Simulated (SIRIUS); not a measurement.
# Zn (P6_3/mmc) in SIRIUS: a series of runs

Runs on Zn. Level: PBE. Tasks: single point.

Program: SIRIUS 7.12.0. These are calculated values, not measurements. Logs are shortened: lines on timing, memory, paths and dates and some standing lists are left out, and cuts for length are marked. The log counts tension as positive stress, the text compression.

## (1) The structure

Symmetry: P6_3/mmc, No. 194, hexagonal system. Conventional cell: a = 2.670 Å, b = 2.670 Å, c = 4.966 Å, α = 90.00°, β = 90.00°, γ = 120.00°. Zn (site symmetry -6m2) has 12 Zn at 2.67 to 2.92 Å as nearest neighbours.

## (2) Single point, PBE

Input file sirius.json:

```json
{
  "control": {
    "processing_unit": "cpu",
    "verbosity": 2,
    "num_bands_to_print": 29,
    "print_forces": true,
    "print_stress": true
  },
  "parameters": {
    "electronic_structure_method": "pseudopotential",
    "xc_functionals": ["XC_GGA_X_PBE", "XC_GGA_C_PBE"],
    "gk_cutoff": 9.2,
    "pw_cutoff": 18.4,
    "ngridk": [9, 9, 5],
    "shiftk": [0, 0, 0],
    "smearing": "fermi_dirac",
    "smearing_width": 0.0018374661,
    "num_bands": 29,
    "num_mag_dims": 0,
    "num_dft_iter": 100,
    "energy_tol": 1e-08,
    "density_tol": 1e-06
  },
  "iterative_solver": {
    "type": "davidson",
    "min_tolerance": 1e-10
  },
  "mixer": {
    "type": "anderson",
    "beta": 0.7,
    "max_history": 8
  },
  "settings": {
    "tol_ne": 1e-10,
    "pseudo_grid_cutoff": 6.5
  },
  "unit_cell": {
    "lattice_vectors": [
      [5.045568752751, 0.0, 0.0],
      [-2.522784376375, 4.369590716415, 0.0],
      [0.0, 0.0, 9.384379934892]
    ],
    "atom_coordinate_units": "lattice",
    "atom_types": ["Zn"],
    "atom_files": {
      "Zn": "Zn.json"
    },
    "atoms": {
      "Zn": [
        [0.6666666667, 0.3333333333, 0.75],
        [0.3333333333, 0.6666666667, 0.25]
      ]
    }
  }
}
```

Potentials or basis: PseudoDojo 0.4 PBE stringent (scalar relativistic).

Launch:

```console
$ upf_to_json Zn.upf
$ OMP_NUM_THREADS=1 sirius.scf --input=sirius.json --output=out.json --task=0
```

What it wrote:

```text
[info] SIRIUS version : 7.12.0
[info] number of MPI ranks           : 1
[info] MPI grid                      : 1 1
[info] maximum number of OMP threads : 1
[fft] FFT context for density and potential
[fft] =====================================
[fft]   comm size                             : 1
[fft]   plane wave cutoff                     : 18.4
[fft]   grid size                             : 32 32 60   total : 61440
[fft]   grid limits                           : -15 16   -15 16   -29 30
[fft]   number of G-vectors within the cutoff : 10891
[fft]   local number of G-vectors             : 10891
[fft]   number of G-shells                    : 1169
[fft] FFT context for coarse grid
[fft] =====================================
[fft]   comm size                             : 1
[fft]   plane wave cutoff                     : 18.4
[fft]   grid size                             : 32 32 60   total : 61440
[fft]   grid limits                           : -15 16   -15 16   -29 30
[fft]   number of G-vectors within the cutoff : 10891
[fft]   local number of G-vectors             : 10891
[fft]   number of G-shells                    : 1169
[unit cell] lattice vectors
[unit cell]   a1 :       5.0455687528      0.0000000000      0.0000000000
[unit cell]   a2 :      -2.5227843764      4.3695907164      0.0000000000
[unit cell]   a3 :       0.0000000000      0.0000000000      9.3843799349
[unit cell] reciprocal lattice vectors
[unit cell]   b1 :       1.2452878189      0.7189672575     -0.0000000000
[unit cell]   b2 :       0.0000000000      1.4379345149      0.0000000000
[unit cell]   b3 :       0.0000000000     -0.0000000000      0.6695365438
[unit cell] unit cell volume :       206.89808491 [a.u.^3]
[unit cell] 1/sqrt(omega)    :         0.06952192
[unit cell] MT volume        :         0.00000000 ( 0.00%)
[unit cell] IT volume        :       206.89808491 (100.00%)
[unit cell] number of atom types : 1
[unit cell] type id : 0 symbol : Zn mt_radius :  13.250000 num_atoms : 2
[unit cell] total number of atoms : 2
[unit cell] number of symmetry classes : 1
[unit cell] number of PAW atoms : 0
[unit cell] atom id  type id  class id             position                      vector_field
[unit cell] ------------------------------------------------------------------------------------------
[unit cell]      0        0        0      0.66667   0.33333   0.75000      0.00000   0.00000   0.00000
[unit cell]      1        0        0      0.33333   0.66667   0.25000      0.00000   0.00000   0.00000
[unit cell] atom id         position (Cartesian, a.u.)
[unit cell] ---------------------------------------------
[unit cell]      0       2.522784    1.456530    7.038285
[unit cell]      1      -0.000000    2.913060    2.346095
[unit cell] class id : 0 atom id : 0 1
[unit cell] minimum bond length:     5.045569
[unit cell] total number of pseudo wave-functions: 20
[sym] space group number   : 194
[sym] international symbol : P6_3/mmc
[sym] Hall symbol          : -P 6c 2c
[sym] space group transformation matrix :
[sym]   1.0000 -0.0000  0.0000
[sym]   0.0000  1.0000  0.0000
[sym]   0.0000  0.0000  1.0000
[sym] space group origin shift :
[sym]   0.0000  0.0000  0.0000
[sym] number of space group operations  : 24
[... 283 lines left out ...]
[find] band gap (eV)                  :       0.00000000
[find] Efermi                         :       0.55459944
[find] iteration : 11, RMS (target) : 4.0778e-07 (1.0000e-06) , energy difference (target) : -5.5098e-10 (1.0000e-08)
[find] bands are converged : true
[find] iterative solver converged : false
[find] converged after 12 SCF iterations!
[find] Charges and magnetic moments
[find] --------------------------------------------------------------------------------
[find] total charge          : 40.000000
[find] Energy
[find] --------------------------------------------------------------------------------
[find] valence_eval_sum               :     -38.53985594
[find] <rho|V^{XC}>                   :     -50.61233854
[find] <rho|E^{XC}>                   :     -44.90828411
[find] <mag|B^{XC}>                   :       0.00000000
[find] <rho|V^{H}>                    :     279.62627504
[find] one-electron contribution      :    -267.55379244 (Ha),    -535.10758488 (Ry)
[find] hartree contribution           :     139.81313752
[find] xc contribution                :     -44.90828411
[find] ewald contribution             :    -245.43418863
[find] PAW contribution               :       0.00000000
[find] smearing (-TS)                 :      -0.00034738
[find] SCF correction                 :       0.00000509
[find] Total energy                   :    -418.08312258 (Ha),    -836.16624515 (Ry)
[find] Free energy (E-TS)             :    -418.08346996 (Ha),    -836.16693992 (Ry)
[find] band gap (eV)                  :       0.00000000
[find] Efermi                         :       0.55459944
[ground_state] === stress tensor components [kbar] ===
[ground_state] === stress_kin ===
[ground_state] -174716.688481    0.000000   -0.000000
[ground_state]     0.000000-174716.688482    0.000000
[ground_state]    -0.000000    0.000000-175190.487919
[ground_state] === stress_har ===
[ground_state] -71892.383235    0.000000   -0.000000
[ground_state]     0.000000-71892.383235    0.000000
[ground_state]    -0.000000    0.000000-55030.219401
[ground_state] === stress_ewald ===
[ground_state] 108487.724161   -0.000000    0.000000
[ground_state]    -0.000000108487.724161    0.000000
[ground_state]     0.000000    0.000000132033.204298
[ground_state] === stress_vloc ===
[ground_state] 25948.272093   -0.000000    0.000000
[ground_state]    -0.00000025948.272093    0.000000
[ground_state]     0.000000    0.000000-14317.240570
[ground_state] === stress_xc ===
[ground_state]  8894.590849   -0.000000    0.000000
[ground_state]    -0.000000 8894.590849    0.000000
[ground_state]     0.000000    0.000000 8904.844229
[ground_state] === stress_core ===
[ground_state] 10654.737654   -0.000000    0.000000
[ground_state]    -0.00000010654.737654    0.000000
[ground_state]     0.000000    0.00000010651.495350
[ground_state] === stress_nonloc ===
[ground_state] 92643.278199   -0.000000   -0.000000
[ground_state]    -0.00000092643.278199    0.000000
[ground_state]    -0.000000    0.00000092929.988904
[ground_state] === stress_us_nl ===
[ground_state] 92643.278199   -0.000000   -0.000000
[ground_state]    -0.00000092643.278199    0.000000
[ground_state]    -0.000000    0.00000092929.988904
[ground_state] === stress_total ===
[ground_state]    19.531240   -0.000000   -0.000000
[ground_state]    -0.000000   19.531240    0.000000
[ground_state]    -0.000000    0.000000  -18.415111
[ground_state] ==== total Forces in Ha/bohr =====
[ground_state] atom:    0, force:      -0.0000000     -0.0000000      0.0000000
[ground_state] atom:    1, force:       0.0000000     -0.0000000     -0.0000000
[ground_state] ==== ultrasoft contribution from Qij =====
[ground_state] atom:    0, force:       0.0000000      0.0000000      0.0000000
[ground_state] atom:    1, force:       0.0000000      0.0000000      0.0000000
[ground_state] ==== non-local contribution from Beta-projector =====
[ground_state] atom:    0, force:      -0.0000000     -0.0000000      0.0000000
[ground_state] atom:    1, force:       0.0000000     -0.0000000     -0.0000000
[ground_state] ==== contribution from local potential =====
[ground_state] atom:    0, force:       0.0000000      0.0000000      0.0000000
[ground_state] atom:    1, force:      -0.0000000      0.0000000     -0.0000000
[ground_state] ==== contribution from core density =====
[ground_state] atom:    0, force:      -0.0000000      0.0000000      0.0000000
[ground_state] atom:    1, force:       0.0000000      0.0000000      0.0000000
[ground_state] ==== Ewald forces from ions =====
[ground_state] atom:    0, force:       0.0000000     -0.0000000      0.0000000
[ground_state] atom:    1, force:      -0.0000000      0.0000000      0.0000000
[~DFT_ground_state] local op. applied: 27130
[~DFT_ground_state] evp. work count: 3921.22
[~DFT_ground_state] number of iterative solver steps: 839
```

Run time: 16 s. Hardware: 1 thread of AMD EPYC 9R45 (Zen 5), shared host; peak memory 0.27 GiB.

Results:

* Free energy: -11376.6308 eV
* Pressure: -0.7 GPa
* Band gap on the k mesh: none (metal or under the smearing width)

Stress tensor (GPa, compression positive):
```
-1.95  0.00  0.00
 0.00 -1.95  0.00
 0.00  0.00  1.84
```

## (3) Single point, PBE

sirius.json, as its differences from that of step 2:

```diff
@@ -11,4 +11,4 @@
     "xc_functionals": ["XC_GGA_X_PBE", "XC_GGA_C_PBE"],
-    "gk_cutoff": 9.2,
-    "pw_cutoff": 18.4,
+    "gk_cutoff": 6.4,
+    "pw_cutoff": 20.0,
     "ngridk": [9, 9, 5],
@@ -33,4 +33,3 @@
   "settings": {
-    "tol_ne": 1e-10,
-    "pseudo_grid_cutoff": 6.5
+    "tol_ne": 1e-10
   },
```

Potentials or basis: GBRV 1.5 PBE (ultrasoft).

Launch:

```console
$ upf_to_json zn_pbe_v1.uspp.F.UPF
$ OMP_NUM_THREADS=1 sirius.scf --input=sirius.json --output=out.json --task=0
```

Run time: 9.8 s. Hardware: 1 thread of AMD EPYC 9R45 (Zen 5), shared host; peak memory 0.24 GiB.

The run converged. Its results:

| Quantity | Value |
| --- | --- |
| Free energy | -12559.4084 eV |
| Pressure | -0.5 GPa |
| Band gap on the k mesh | none (metal or under the smearing width) |

Stress tensor (GPa, compression positive):
```
-1.76  0.00  0.00
 0.00 -1.76  0.00
 0.00  0.00  2.01
```

## (4) The reference run

An earlier run on the cell as given: functional PBEsol; potentials or basis PseudoDojo 0.4.1 PBEsol standard (scalar relativistic); cutoff 1152 eV; density cutoff 4606 eV; k mesh 11 × 11 × 6; occupations fermi-dirac, width 0.05 eV; no spin polarisation.

* Pressure: -5.8 GPa
* Band gap on the k mesh: none (metal or under the smearing width)

## (5) Summary

```csv
level,potentials or basis,k mesh,cutoff (eV),radial cutoff for the potentials' integrals,gap on the mesh (eV),pressure (GPa)
PBE,PseudoDojo 0.4 PBE stringent (scalar relativistic),9 × 9 × 5,1152,6.5 bohr,none,-0.7
PBE,GBRV 1.5 PBE (ultrasoft),9 × 9 × 5,557,-,none,-0.5
PBEsol,PseudoDojo 0.4.1 PBEsol standard (scalar relativistic),11 × 11 × 6,1152,6.5 bohr,none,-5.8
```

Alike in all rows: task single point; no spin polarisation; cell as given; smearing fermi-dirac 0.05 eV.

Absolute energies hang on the potentials; compare differences alone.
